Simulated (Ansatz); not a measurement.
Li3N in space group P6/mmm (No. 191; Li on 1b, Li on 2c, N on 1a) under volume change, LDA in the plane-wave PAW code Ansatz, shape and atoms relaxed at each volume.

| V (Å³/atom) | E − E(relaxed) (meV/atom) | P (GPa) |
|---|---|---|
| 9.365 | 18.4 | 6.85 |
| 9.674 | 7.7 | 4.23 |
| 9.983 | 1.8 | 1.96 |
| 10.292 | 0.0 | -0.01 |
| 10.600 | ? | ? |
| 10.909 | 6.4 | -3.18 |
| 11.218 | ? | ? |

What belongs in the gaps?


- 10.600, E − E(relaxed) (meV/atom): 1.7
- 10.600, P (GPa): -1.71
- 11.218, E − E(relaxed) (meV/atom): 13.8
- 11.218, P (GPa): -4.46

What does a third-order Birch–Murnaghan fit give for V₀, B₀ and B′?

V₀ = 10.29 Å³/atom, B₀ = 60.9 GPa, B′ = 3.8.

The cell was relaxed with LDA under the symmetry of its start. At this level the phase is dynamically unstable (imaginary phonons).

Potentials: the later of the program's two PAW sets.
